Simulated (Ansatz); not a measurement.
Zn:

```
CELL_PARAMETERS angstrom
0.00000 1.96478 1.96478
1.96478 0.00000 1.96478
1.96478 1.96478 0.00000
ATOMIC_POSITIONS crystal
Zn 0.00000 0.00000 0.00000
```

This isn't the form of Zn at room conditions, which is hcp.

Base run:

| Item | Value |
| --- | --- |
| Program | Ansatz 0.2.0 |
| Functional | LDA |
| Potentials or basis | Ansatz PAW |
| Cutoff | 420 eV (not typed: the program's choice for these potentials) |
| k mesh | 12 × 12 × 12 |
| Occupations | fermi-dirac, width 0.05 eV |
| Spin | no spin polarisation |

Its results: band gap on the k mesh none (metal or under the smearing width); pressure -8.5 GPa.

Problem. The run is repeated on the same cell with these changes: functional from LDA to revPBE. What comes out?

Solution. Band gap on the k mesh none (metal or under the smearing width); pressure 2.0 GPa.

revPBE binds less tightly than LDA, so the same cell stands under more pressure.

Caveats: the PAW data sets come from PBE, with cores solved anew for the run's functional, which leaves a small shift of forces and pressure.
